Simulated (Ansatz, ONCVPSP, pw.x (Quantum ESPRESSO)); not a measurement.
What a changed setting does to a pw.x run (fcc Si)

Potential: optimised norm-conserving Vanderbilt (ONCV), ONCVPSP 4.0.1.1 (patched build), PBEsol; core [Ne], reference 3s2 3p2; waves: 3s: rc 1.65 bohr, ncon 4, nbas 7, qcut 3.6 1/bohr, 2 projectors, debl 1.9 Ha; 3p: rc 1.85 bohr, ncon 4, nbas 7, qcut 4.2 1/bohr, 1 projector; d scattering state at 0.02 Ha: rc 1.65 bohr, ncon 4, nbas 9, qcut 5.3 1/bohr, local; local part: the d channel; core correction: polynomial model core, fcfact 0.25.

The reference run (k-mesh 15³, cutoffs 80/320 Ry, Fermi–Dirac 0.01 Ry, mixing_beta 0.4, conv_thr 1e-9, no spin) gives -0.11 GPa at 14.001 Å³/atom, where all-electron LAPW gives 0.43 GPa. This run, with its own iteration cap, changes nspin = 2 with starting_magnetization to -0.3.

```
&control
  calculation='scf', prefix='x', pseudo_dir='./', outdir='./tmp', tstress=.true., disk_io='none'
/
&system
  ibrav=0, nat=1, ntyp=1, ecutwfc=80, ecutrho=320, nbnd=9,
  occupations='smearing', smearing='fd', degauss=0.01, nspin=2, starting_magnetization(1)=-0.3
/
&electrons
  conv_thr=1e-09, mixing_beta=0.4, electron_maxstep=50
/
ATOMIC_SPECIES
Si 1.0 Si.UPF
CELL_PARAMETERS angstrom
  0.00000000 1.91297673 1.91297673
  1.91297673 0.00000000 1.91297673
  1.91297673 1.91297673 0.00000000
ATOMIC_POSITIONS crystal
Si 0.0000 0.0000 0.0000
K_POINTS automatic
15 15 15 0 0 0
```

```bash
pw.x < Si.scf.in > Si.scf.out
```

Task: How does the run end?

Result: It converges in 6 iterations; the free energy moves by +0.0 meV/atom and the pressure by +0.00 GPa. The result is that of the reference run.

```
Message from routine setup:
     using ibrav=0 with symmetry is DISCOURAGED, use correct ibrav instead
     lattice parameter (alat)  =       5.1124  a.u.
     unit-cell volume          =      94.4834 (a.u.)^3
     number of electrons       =         4.00
     number of Kohn-Sham states=            9
     kinetic-energy cutoff     =      80.0000  Ry
     charge density cutoff     =     320.0000  Ry
     scf convergence threshold =      1.0E-09
     Exchange-correlation= PBESOL
     atomic species   magnetization
     number of k points=   120  Fermi-Dirac smearing, width (Ry)=  0.0100
     iteration #  1     ecut=    80.00 Ry     beta= 0.40
     total energy              =      -9.68615697 Ry
     estimated scf accuracy    <       0.00720907 Ry
     total magnetization       =    -0.30 Bohr mag/cell
     absolute magnetization    =     0.30 Bohr mag/cell
     iteration #  2     ecut=    80.00 Ry     beta= 0.40
     total energy              =      -9.69472682 Ry
     estimated scf accuracy    <       0.00275598 Ry
     total magnetization       =    -0.20 Bohr mag/cell
     absolute magnetization    =     0.20 Bohr mag/cell
     iteration #  3     ecut=    80.00 Ry     beta= 0.40
     total energy              =      -9.69732106 Ry
     estimated scf accuracy    <       0.00010813 Ry
     total magnetization       =    -0.05 Bohr mag/cell
     absolute magnetization    =     0.05 Bohr mag/cell
     iteration #  4     ecut=    80.00 Ry     beta= 0.40
     total energy              =      -9.69748673 Ry
     estimated scf accuracy    <       0.00000249 Ry
     total magnetization       =    -0.01 Bohr mag/cell
     absolute magnetization    =     0.01 Bohr mag/cell
     iteration #  5     ecut=    80.00 Ry     beta= 0.40
     total energy              =      -9.69749557 Ry
     estimated scf accuracy    <       0.00000025 Ry
     total magnetization       =     0.00 Bohr mag/cell
     absolute magnetization    =     0.00 Bohr mag/cell
     iteration #  6     ecut=    80.00 Ry     beta= 0.40
     the Fermi energy is    11.1261 ev
!    total energy              =      -9.69749575 Ry
     estimated scf accuracy    <          5.7E-10 Ry
     smearing contrib. (-TS)   =      -0.00196855 Ry
     The total energy is F=E-TS. E is the sum of the following terms:
     one-electron contribution =       4.87702611 Ry
     hartree contribution      =       0.02701331 Ry
     xc contribution           =      -4.45326640 Ry
     ewald contribution        =     -10.14630021 Ry
     total magnetization       =     0.00 Bohr mag/cell
     absolute magnetization    =     0.00 Bohr mag/cell
     convergence has been achieved in   6 iterations
          total   stress  (Ry/bohr**3)                   (kbar)     P=       -1.09
     Message from routine punch:
     Nothing written, as per user request (disk_io='none')
```

The run took about 42 s on one core of a shared host (Neoverse-N1, 64 threads, 124 GiB, load 59).
